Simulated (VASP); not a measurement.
**KBr in VASP 6.6.1, single-point calculation**

INCAR

```
EDIFF = 1E-7
LASPH = .TRUE.
ISIF = 2
ISMEAR = -1
NELM = 120
ENCUT = 300
NBANDS = 15
PREC = Accurate
IBRION = -1
LCHARG = .FALSE.
LREAL = .FALSE.
NSW = 0
LWAVE = .FALSE.
IVDW = 21
SIGMA = 0.02
GGA = PE
```

KPOINTS

```
KPOINTS created by Atomic Simulation Environment
0
Gamma
6 6 6
0 0 0
```

POSCAR

```
K  Br
 1.0000000000000000
     0.0000000000000000    3.3022478200999998    3.3022478200999998
     3.2210125236999998    0.0000000000000000    3.3022478200999998
     3.2210125236999998    3.3022478200999998    0.0000000000000000
 K   Br
   1   1
Cartesian
  0.0000000000000000  0.0000000000000000  0.0000000000000000
  3.2210125236999998  3.3022478200999998  3.3022478200999998
```

The recommended PBE PAW datasets give the neutral cell 16 valence electrons.

Command

```
mpirun -np 1 vasp_std
```

Task: Predict the outcome of this run.

Result: It converged. Results: gap between bands v and c on the k mesh 4.48 eV; least direct gap on the k mesh 4.48 eV; pressure 1.2 GPa. Band v is the last that the valence electrons fill when counted band by band, and c is the next.

OSZICAR

```
N       E                     dE             d eps       ncg     rms          rms(c)
DAV:   1     0.696214506031E+02    0.69621E+02   -0.50966E+03   916   0.616E+02
DAV:   2    -0.245327423954E+01   -0.72075E+02   -0.68065E+02  1210   0.181E+02
DAV:   3    -0.622206161423E+01   -0.37688E+01   -0.37539E+01  1209   0.375E+01
DAV:   4    -0.636867036196E+01   -0.14661E+00   -0.14659E+00  1341   0.671E+00
DAV:   5    -0.637005346835E+01   -0.13831E-02   -0.13831E-02  1232   0.691E-01    0.341E+00
DAV:   6    -0.620161412009E+01    0.16844E+00   -0.21231E-01  1110   0.219E+00    0.249E+00
DAV:   7    -0.619118526814E+01    0.10429E-01   -0.10698E-01  1215   0.170E+00    0.107E+00
DAV:   8    -0.619968285314E+01   -0.84976E-02   -0.10817E-02   999   0.719E-01    0.115E-01
DAV:   9    -0.620051252044E+01   -0.82967E-03   -0.78128E-04  1222   0.165E-01    0.763E-02
DAV:  10    -0.620077969367E+01   -0.26717E-03   -0.25881E-04   928   0.875E-02    0.106E-02
DAV:  11    -0.620079759698E+01   -0.17903E-04   -0.26186E-05  1147   0.287E-02    0.668E-03
DAV:  12    -0.620079912183E+01   -0.15249E-05   -0.32431E-06   963   0.111E-02    0.102E-03
DAV:  13    -0.620079921093E+01   -0.89092E-07   -0.12684E-07  1113   0.197E-03
   1 F= -.65454830E+01 E0= -.65454830E+01  d E =-.316360E-12
```

For comparison, a separate PBE run of the intended cell, on usual settings and not on those above, gives a gap of 4.48 eV on its mesh and a pressure of 1.2 GPa.
